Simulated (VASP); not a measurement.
Runs of VASP 6.6.1 on Al2O3 (Corundum). Symmetry: R-3c, No. 167, trigonal system. The conventional cell has a = 4.760 Å, b = 4.760 Å, c = 12.996 Å, α = 90.00°, β = 90.00°, γ = 120.00°. Al (site symmetry 3) has 6 O at 1.85 to 1.97 Å as nearest neighbours. O (site symmetry 2) has 4 Al at 1.85 to 1.97 Å as nearest neighbours. 

| task | level | cell | cutoff (eV) | smearing | gap on the mesh (eV) | pressure (GPa) | relaxed volume (Å³/atom) | largest force (eV/Å) |
| --- | --- | --- | --- | --- | --- | --- | --- | --- |
| relaxation of cell and atoms | vdW-DF2 | relaxed | 600 | fermi-dirac 0.05 eV | 5.75 | 0.0 | 9.01 | - |
| relaxation of cell and atoms | vdW-DF-cx | relaxed | 600 | fermi-dirac 0.05 eV | (a) | 0.0 | 8.61 | - |
| relaxation of cell and atoms | rev-vdW-DF2 | relaxed | 600 | fermi-dirac 0.05 eV | (c) | -0.1 | 8.64 | - |
| relaxation of cell and atoms | BEEF-vdW | relaxed | 600 | fermi-dirac 0.05 eV | 6.07 | 0.0 | 8.76 | 0.01 |
| relaxation of cell and atoms | optB88-vdW | relaxed | 600 | fermi-dirac 0.05 eV | 6.16 | 0.1 | 8.67 | 0.01 |
| relaxation of cell and atoms | vdW-DF | relaxed | 600 | fermi-dirac 0.05 eV | 5.95 | 0.2 | 8.91 | 0.01 |
| single point | PBE | as given | 520 | gaussian 0.013 eV | 6.22 | 7.2 | - | 0.03 |
| relaxation of cell and atoms | optPBE-vdW | relaxed | 600 | fermi-dirac 0.05 eV | (b) | 0.1 | 8.76 | 0.01 |

Alike in all rows: potentials or basis VASP PAW PBE potentials, release 64 (Al, O); no spin polarisation; k mesh 7 × 7 × 7.

Q: Estimate the missing entries.

A: (a) 6.15; (b) 6.05; (c) 6.09.

Caveats: an odd mesh through Γ misses points on the zone boundary, where band edges often lie; the PAW data sets were made with another functional, which shifts forces and pressure a little (some runs).
